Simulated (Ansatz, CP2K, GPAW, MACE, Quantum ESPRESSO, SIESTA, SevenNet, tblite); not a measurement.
**Quantum ESPRESSO on H-capped AlAs nanowire along [111] (40 atoms): settings compared**

How far do other settings of Quantum ESPRESSO move the forces in H-capped AlAs nanowire along [111] (40 atoms)? One run of the same program serves as the yardstick.

Program: Quantum ESPRESSO 7.5. Level of theory: the method is named at each step. Results are calculated unless marked as measured.

### 1. Starting point

The cell holds 40 atoms: 9 Al, 9 As and 22 H. Cell: a = 19.586 Å, b = 16.545 Å, c = 9.805 Å, α = 90.0°, β = 90.0°, γ = 90.0°. It derives from AlAs (zinc-blende). Diamond section of size parameter 4.53 Å cut from zinc-blende AlAs (a = 5.661 Å) along [111], 1 period, broken bonds capped with H, 9 Å of vacuum. Then every atom was moved at random, 0.05 Å r.m.s. a Cartesian component (hydrogen 0.6 of that). Regions: wire, 18 atoms (9 Al and 9 As); hydrogen, 22 atoms (22 H). Vacuum lies along a and b. The structure's axis is c.

The yardstick, on the same geometry:

```
method                                           : Kohn-Sham DFT, PBE, SSSP efficiency 1.3.0 pseudopotentials, plane waves (Quantum ESPRESSO 7.5); sssp-pbe-1.3.0-efficiency, cutoffs 45/360 Ry, Γ point
r.m.s. force component                           : 0.7962 eV/Å
longest force                                    : 3.657 eV/Å
gap (highest filled to lowest empty level) : 3.295 eV
time                                             : 2.2 min on 4 MPI ranks of Arm Neoverse V2, shared host
CPU time                                         : 8.8 min
```

### 2. PBE, sssp-1.3.0-efficiency, 30/240 Ry

Method: Kohn-Sham DFT, PBE, SSSP efficiency 1.3.0 pseudopotentials, plane waves.

pw.in reads:

```
&control
  calculation = 'scf'
  pseudo_dir = './pseudo'
  outdir = './tmp'
  disk_io = 'none'
  tprnfor = .true.
/
&system
  ibrav = 0
  nat = 40
  ntyp = 3
  ecutwfc = 30
  ecutrho = 240
  nosym = .true.
  occupations = 'smearing'
  smearing = 'fd'
  degauss = 0.003675
/
&electrons
  conv_thr = 2.0e-07
  electron_maxstep = 100
  mixing_beta = 0.2
  mixing_mode = 'local-TF'
  diagonalization = 'david'
/
ATOMIC_SPECIES
Al 26.982 Al.upf
As 74.922 As.upf
H 1.008 H.upf
CELL_PARAMETERS angstrom
19.58599 0.00000 0.00000
0.00000 16.54490 0.00000
0.00000 0.00000 9.80514
ATOMIC_POSITIONS crystal
Al 0.40017 0.43473 0.33057
As 0.39726 0.43327 0.58988
Al 0.29761 0.49961 0.99660
As 0.29248 0.50596 0.24116
Al 0.39372 0.57019 0.66616
As 0.39667 0.57266 0.91203
Al 0.60022 0.43476 0.33891
As 0.60208 0.43327 0.58435
Al 0.49938 0.36368 0.66431
As 0.50020 0.35906 0.91517
Al 0.49930 0.50529 0.99436
As 0.50204 0.49254 0.25247
Al 0.50395 0.63927 0.34104
As 0.50049 0.64209 0.58365
Al 0.60377 0.57172 0.66841
As 0.60780 0.56853 0.91016
Al 0.70300 0.49340 0.00384
As 0.70028 0.50076 0.25553
H 0.39904 0.34135 0.27866
H 0.33598 0.38833 0.63823
H 0.29460 0.41232 0.95084
H 0.23048 0.54545 0.94884
H 0.29811 0.59181 0.30206
H 0.23418 0.45865 0.30140
H 0.33068 0.61282 0.61260
H 0.39777 0.65735 0.97010
H 0.60375 0.34035 0.27593
H 0.66632 0.38746 0.63322
H 0.50026 0.27328 0.61550
H 0.56327 0.31916 0.96978
H 0.43616 0.31953 0.96762
H 0.56506 0.68764 0.28289
H 0.43414 0.68755 0.28220
H 0.49957 0.72642 0.63720
H 0.66731 0.61733 0.61790
H 0.59961 0.65965 0.97019
H 0.70472 0.41408 0.94788
H 0.76765 0.54793 0.94582
H 0.76893 0.45571 0.30449
H 0.70368 0.59271 0.30072
K_POINTS gamma
```

Command:

```
$ OMP_NUM_THREADS=1 mpirun -np 4 pw.x -in pw.in > output.txt
```

What it wrote:

```text
Program PWSCF
     gamma-point specific algorithms are used
     Parallelization info
     sticks:   dense  smooth     PW     G-vecs:    dense   smooth      PW
     Min        5528    2764    692               336557   119053   14869
     Max        5532    2766    694               336560   119056   14872
     Sum       22121   11061   2771              1346235   476217   59483
     bravais-lattice index     =            0
     lattice parameter (alat)  =      37.0122  a.u.
     unit-cell volume          =   21441.7424 (a.u.)^3
     number of atoms/cell      =           40
     number of atomic types    =            3
     number of electrons       =        94.00
     number of Kohn-Sham states=           56
     kinetic-energy cutoff     =      30.0000  Ry
     charge density cutoff     =     240.0000  Ry
     scf convergence threshold =      2.0E-07
     mixing beta               =       0.2000
     number of iterations used =            8  local-TF  mixing
     Exchange-correlation= PBE
                           (   1   4   3   4   0   0   0)
     crystal axes: (cart. coord. in units of alat)
               a(1) = (   1.000000   0.000000   0.000000 )
               a(2) = (   0.000000   0.844731   0.000000 )
               a(3) = (   0.000000   0.000000   0.500620 )
     reciprocal axes: (cart. coord. in units 2 pi/alat)
               b(1) = (  1.000000  0.000000  0.000000 )
               b(2) = (  0.000000  1.183808  0.000000 )
               b(3) = (  0.000000  0.000000  1.997523 )
     PseudoPot. # 1 for Al:
     Pseudo is Projector augmented-wave + core cor, Zval =  3.0
     PseudoPot. # 2 for As:
     Pseudo is Ultrasoft + core correction, Zval =  5.0
     PseudoPot. # 3 for H :
     Pseudo is Ultrasoft, Zval =  1.0
     atomic species   valence    mass     pseudopotential
     Al                3.00    26.98200     Al( 1.00)
     As                5.00    74.92200     As( 1.00)
     H                 1.00     1.00800     H ( 1.00)
     No symmetry found
   Cartesian axes
     number of k points=     1  Fermi-Dirac smearing, width (Ry)=  0.0037
                       cart. coord. in units 2pi/alat
        k(    1) = (   0.0000000   0.0000000   0.0000000), wk =   2.0000000
     Dense  grid:   673118 G-vectors     FFT dimensions: ( 192, 160,  96)
     Smooth grid:   238109 G-vectors     FFT dimensions: ( 135, 120,  72)
     Initial potential from superposition of free atoms
     starting charge      93.9770, renormalised to      94.0000
     negative rho (up, down):  5.835E-04 0.000E+00
     Starting wfcs are   94 randomized atomic wfcs
     Self-consistent Calculation
     iteration #  1     ecut=    30.00 Ry     beta= 0.20
     negative rho (up, down):  7.765E-06 0.000E+00
     total energy              =    -545.22539553 Ry
     estimated scf accuracy    <       1.78388434 Ry
     iteration #  2     ecut=    30.00 Ry     beta= 0.20
     negative rho (up, down):  6.186E-04 0.000E+00
     total energy              =    -544.58235000 Ry
     estimated scf accuracy    <       1.42814462 Ry
     iteration #  3     ecut=    30.00 Ry     beta= 0.20
     negative rho (up, down):  3.141E-05 0.000E+00
     total energy              =    -544.79220851 Ry
     estimated scf accuracy    <       0.14514169 Ry
     iteration #  4     ecut=    30.00 Ry     beta= 0.20
     negative rho (up, down):  1.032E-07 0.000E+00
     total energy              =    -544.81730355 Ry
     estimated scf accuracy    <       0.13300427 Ry
     iteration #  5     ecut=    30.00 Ry     beta= 0.20
     negative rho (up, down):  4.645E-07 0.000E+00
     total energy              =    -544.75731901 Ry
     estimated scf accuracy    <       0.13965611 Ry
     iteration #  6     ecut=    30.00 Ry     beta= 0.20
[...]
total energy              =    -544.76919572 Ry
     estimated scf accuracy    <       0.02069832 Ry
[...]
total energy              =    -544.77012885 Ry
[...]
iteration # 20     ecut=    30.00 Ry     beta= 0.20
[...]
total energy              =    -544.77012881 Ry
     estimated scf accuracy    <       0.00000054 Ry
     iteration # 21     ecut=    30.00 Ry     beta= 0.20
     negative rho (up, down):  1.264E-03 0.000E+00
     total energy              =    -544.77012821 Ry
     estimated scf accuracy    <       0.00000023 Ry
     iteration # 22     ecut=    30.00 Ry     beta= 0.20
     negative rho (up, down):  8.636E-04 0.000E+00
     End of self-consistent calculation
          k = 0.0000 0.0000 0.0000 ( 29742 PWs)   bands (ev):
   -15.8563 -15.4991 -15.4403 -15.2148 -15.0067 -14.9530 -14.6611 -14.5439
   -14.2846  -9.5287  -9.4854  -9.3593  -9.3006  -9.2708  -9.2032  -9.1899
    -9.0896  -8.9904  -8.8915  -8.7028  -8.4546  -7.8385  -7.8029  -7.6482
    -7.5157  -7.2770  -7.0885  -6.8805  -6.7548  -6.4412  -6.3672  -6.2737
    -6.1789  -5.9917  -5.9488  -5.8125  -5.6847  -5.5631  -5.4727  -5.4101
    -5.2662  -5.1776  -5.0266  -4.7818  -4.7719  -4.6747  -4.5718  -1.2745
    -1.2063  -1.0348  -0.9859  -0.8238  -0.7796  -0.5551  -0.3859  -0.3342
     the Fermi energy is    -2.9321 ev
!    total energy              =    -544.77012800 Ry
     estimated scf accuracy    <       0.00000017 Ry
     smearing contrib. (-TS)   =      -0.00000000 Ry
     internal energy E=F+TS    =    -544.77012800 Ry
     The total energy is F=E-TS. E is the sum of the following terms:
     one-electron contribution =    -882.87108118 Ry
     hartree contribution      =     452.88639324 Ry
     xc contribution           =    -121.00133586 Ry
     ewald contribution        =     318.46786595 Ry
     one-center paw contrib.   =    -312.25197015 Ry
     convergence has been achieved in  22 iterations
     negative rho (up, down):  8.636E-04 0.000E+00
     Forces acting on atoms (cartesian axes, Ry/au):
     atom    1 type  1   force =    -0.04240802   -0.04069556    0.00851383
     atom    2 type  2   force =     0.02568344    0.00575850   -0.02948445
     atom    3 type  1   force =    -0.04342840    0.04313572   -0.02067097
     atom    4 type  2   force =     0.06169062    0.00206321    0.03100846
     atom    5 type  1   force =     0.03040413    0.03143541   -0.00270632
     atom    6 type  2   force =     0.00573849   -0.01276726    0.02051221
[...]
atom   38 type  3   force =    -0.01113223   -0.00752444    0.01451949
     atom   39 type  3   force =    -0.04037510    0.03356979   -0.00634320
     atom   40 type  3   force =     0.01107837   -0.04143660   -0.00603697
     Total force =     0.338784     Total SCF correction =     0.000388
     Message from routine punch:
     Nothing written, as per user request (disk_io='none')
```

Run time: 87 s. Hardware: 4 MPI ranks of Arm Neoverse V2, shared host; peak memory 2.8 GiB; 5.8 min of CPU time.

Banners, paths, timers and routine set-up lines are dropped from the logs unmarked, and long logs keep their key lines alone; longer cuts are marked.

Numbers from this run, and their distance from the reference:

```
r.m.s. force component                           : 0.7952 eV/Å
r.m.s. difference of force components            : 6.882 meV/Å
longest difference of force vectors              : 17.31 meV/Å
force difference over r.m.s. force               : 0.8644 %
slope of forces against the reference's          : 0.9987
correlation of force components                  : 1
gap (highest filled to lowest empty level) : 3.297 eV
gap difference                                   : 0.0019 eV
energy less the same-level run's                 : 14.99 meV/atom
r.m.s. force difference from the same-level run  : 6.883 meV/Å
```

This is a coarse setting, run to see what it loses.

Length of the force difference by element (eV/Å):

```csv
element,atoms,mean,most
Al,9,0.013,0.017
As,9,0.0067,0.016
H,22,0.012,0.017
```

Levels nearest the highest filled one (eV from it): -1.24, -1.11, -0.99, -0.90, -0.84, -0.69, -0.61, -0.45, -0.21, -0.20, -0.10, 0.00, 3.30, 3.37, 3.54, 3.59, 3.75, 3.79, 4.02, 4.19, 4.24.

A closer look about H27, picked at random: 13 atoms, nearest first, numbered in the order of the input, with positions taken from that point.

```csv
atom,x,y,z,distance (Å),bonds,Fx,Fy,Fz (eV/Å)
H27,0.00,0.00,0.00,0.00,1,0.20,0.66,0.31
Al7,-0.07,1.56,0.62,1.68,4,0.42,-2.21,-0.22
H30,-0.79,-0.35,-3.00,3.12,1,-0.01,-0.36,0.34
As12,-1.99,2.52,-0.23,3.22,4,-0.32,2.05,-0.56
As18,1.89,2.65,-0.20,3.26,4,1.18,0.60,0.17
As8,-0.03,1.54,3.02,3.39,4,-0.02,-0.09,0.57
H39,3.24,1.91,0.28,3.77,1,-1.04,0.86,-0.16
H28,1.23,0.78,3.50,3.79,1,-0.37,0.19,-0.07
H37,1.98,1.22,-3.22,3.97,1,-0.30,-3.08,-0.96
H19,-4.01,0.02,0.03,4.01,1,-0.21,0.24,0.10
H29,-2.03,-1.11,3.33,4.05,1,-0.02,-0.34,-0.16
As10,-2.03,0.31,-3.54,4.09,4,-0.17,1.29,-0.37
Al17,1.94,2.53,-2.67,4.16,4,1.52,3.31,0.38
```

Forces lie 0.86 % from the reference's, at 0.65 times its CPU time.

### 3. PBE+D3(BJ), sssp-1.3.0-efficiency, 45/360 Ry

Method: Kohn-Sham DFT, PBE+D3(BJ), SSSP efficiency 1.3.0 pseudopotentials, plane waves.

Changes to pw.in since step 2:

```diff
@@ -11,4 +11,4 @@
   ntyp = 3
-  ecutwfc = 30
-  ecutrho = 240
+  ecutwfc = 45
+  ecutrho = 360
   nosym = .true.
@@ -17,2 +17,5 @@
   degauss = 0.003675
+  vdw_corr = 'dft-d3'
+  dftd3_version = 4
+  dftd3_threebody = .false.
 /
```

What it wrote:

```text
[banner, memory and clock lines left out]
Program PWSCF
     gamma-point specific algorithms are used
     bravais-lattice index     =            0
     lattice parameter (alat)  =      37.0122  a.u.
     unit-cell volume          =   21441.7424 (a.u.)^3
[... lines left out ...]
     number of electrons       =        94.00
[... lines left out ...]
     scf convergence threshold =      2.0E-07
[... lines left out ...]
     number of k points=     1  Fermi-Dirac smearing, width (Ry)=  0.0037
[... lines left out ...]
     total energy              =    -545.50321033 Ry
[... lines left out ...]
     total energy              =    -544.85461655 Ry
[... lines left out ...]
     total energy              =    -545.06819115 Ry
[... lines left out ...]
     total energy              =    -545.05168015 Ry
[... lines left out ...]
     total energy              =    -545.05167772 Ry
[... lines left out ...]
    -1.2109  -1.0408  -0.9922  -0.8299  -0.7853  -0.5594  -0.3892  -0.3389
     the Fermi energy is    -2.9366 ev
!    total energy              =    -545.05167668 Ry
     estimated scf accuracy    <       0.00000020 Ry
     smearing contrib. (-TS)   =      -0.00000000 Ry
     internal energy E=F+TS    =    -545.05167668 Ry
     The total energy is F=E-TS. E is the sum of the following terms:
     one-electron contribution =    -882.91108986 Ry
     hartree contribution      =     452.90281912 Ry
     xc contribution           =    -121.02265796 Ry
     ewald contribution        =     318.46786596 Ry
     DFT-D3 Dispersion         =      -0.23748943 Ry
     one-center paw contrib.   =    -312.25112450 Ry
     convergence has been achieved in  21 iterations
     negative rho (up, down):  7.922E-05 0.000E+00
     Forces acting on atoms (cartesian axes, Ry/au):
     atom    1 type  1   force =    -0.04102153   -0.03988880    0.00829629
     atom    2 type  2   force =     0.02787255    0.00759220   -0.02924622
     atom    3 type  1   force =    -0.04167122    0.04270905   -0.02106635
[...]
atom   39 type  3   force =    -0.04132380    0.03389205   -0.00654855
     atom   40 type  3   force =     0.01045632   -0.04222663   -0.00620073
     Total force =     0.338885     Total SCF correction =     0.000407
     Message from routine punch:
     Nothing written, as per user request (disk_io='none')
```

Wall time 2.2 min (4 MPI ranks); peak memory 4.9 GiB; 8.7 min of CPU time.

Compared with the plane-wave run:

```yaml
r_m_s_force_component: 0.7954 eV/Å
r_m_s_difference_of_force_components: 26.79 meV/Å
longest_difference_of_force_vectors: 92.25 meV/Å
force_difference_over_r_m_s_force: 3.365 %
slope_of_forces_against_the_reference_s: 0.9984
correlation_of_force_components: 0.9994
spacing_of_highest_filled_and_lowest_empty_level: 3.295 eV
gap_difference: 0 eV
```

Against the first run (0.86 %), the force difference from the reference is 3.4 %, at 1.5 times the CPU time; the model has changed, so this is no error of the program alone.

### 4. All runs compared

Differences are against the plane-wave reference, forces as r.m.s. over components; share is that over the reference's r.m.s. force, slope the least-squares factor from reference forces to these. Total energies of different programs have different zeros and aren't compared.

```csv
run,"Δ force, r.m.s. (meV/Å)",share (%),slope,Δ gap (eV),cores,CPU time,memory (GiB)
reference,-,-,-,-,4,8.8 min,4.8
"QE PBE, sssp-1.3.0-efficiency, 30/240 Ry (coarse)",6.88,0.864,0.999,0.0019,4,5.8 min,2.8
"QE PBE+D3(BJ), sssp-1.3.0-efficiency, 45/360 Ry",26.8,3.37,0.998,0,4,8.7 min,4.9
```

Rows marked coarse were listed beforehand as settings not expected to be converged; some can still land near the reference.

CPU time is summed over cores on a shared host, where runs went side by side, so it is rough. Symmetry, cutoffs, thresholds, outputs and thread counts weren't matched or tuned between programs; memory under MPI is the largest rank's times the ranks.

Within one program, basis, potentials and functional, energies share a zero. Each run against its twin at the usual cutoff or grid and solver:

```csv
run,twin,Δ energy (meV/atom),"Δ force, r.m.s. (meV/Å)",CPU time over the twin's
"QE PBE, sssp-1.3.0-efficiency, 30/240 Ry","sssp-1.3.0-efficiency, 45/360 Ry",15.0,6.88,0.66
```

### 5. Outcome

```json
{
 "nearest in forces": "QE PBE, sssp-1.3.0-efficiency, 30/240 Ry (coarse), 0.86 %",
 "its CPU time": "5.8 min"
}
```

What this shows: In the reference's own program, potentials and cutoffs, a change of model alone moves forces by 3.4 % (QE PBE+D3(BJ), sssp-1.3.0-efficiency, 45/360 Ry). Runs with settings chosen to be coarse differ by 0.86 % (QE PBE, sssp-1.3.0-efficiency, 30/240 Ry). None of the electronic-structure runs in the table takes under half the reference's CPU time of 8.8 min; they take 0.65 to 0.98 times as much. PBE gaps agree with the reference's 3.30 eV within 0.002 eV. These are spacings on the run's k-points, which needn't hold the band edges. Caps of real hydrogen don't mimic the fractional bonds of a polar compound, so surface states and strained caps may belong to the model. The electronic-structure runs sample only Γ, in a cell whose periodic width is 10 Å.

[Also dropped from logs without a mark: logging warnings of Python, and SIESTA's first energy breakdown and zero terms.]

[Logs are printed without paths, hosts, clocks, repeated set-up lines and the standing remarks that a program may print on its own settings, such as how far it seeks lower states.]

[Hosts, paths, dates, database ids (printed as entryN), source tags and the programs' standing remarks are cut or masked in the printed files.]
